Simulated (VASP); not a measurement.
A run of VASP 6.6.1:

File INCAR:

```
SYSTEM = Al
ALGO = Normal
DIPOL = 0.5 0.5 0.502
EDIFF = 1E-6
ENCUT = 520
GGA = PS
IDIPOL = 3
ISIF = 2
ISMEAR = 0
LASPH = .True.
LCHARG = .False.
LDIPOL = .True.
LREAL = .False.
LWAVE = .False.
NBANDS = 14
NELM = 100
PREC = Accurate
SIGMA = 0.1
```

The input KPOINTS:

```
k-points
0
Gamma
  10 10 1
  0 0 0
```

POSCAR

```
Al
1.0
    2.8394270044      0.0000000000      0.0000000000
    0.0000000000      2.8394270044      0.0000000000
    0.0000000000      0.0000000000     23.0233342686
Al
4
Direct
    0.5000000000      0.5000000000      0.3691906611
    0.0000000000      0.0000000000      0.4563968870
    0.5000000000      0.5000000000      0.5469587082
    0.0000000000      0.0000000000      0.6363413164
```

Potentials or basis: VASP PAW PBE potentials, release 64 (Al).

Run with:

```sh
$ cat potpaw_PBE.64/Al/POTCAR > POTCAR
$ mpirun -np 1 vasp_std > vasp.out
```

Hardware: 1 thread of AMD EPYC 7R43 64-Core Processor (Zen 3) (shared host).

Q: Estimate the wall time of this run.

A: Run time: 69 s on 1 thread of AMD EPYC 7R43 64-Core Processor (Zen 3) (shared host), peak memory 0.28 GiB. Counts: scf iterations 24, k points 21.
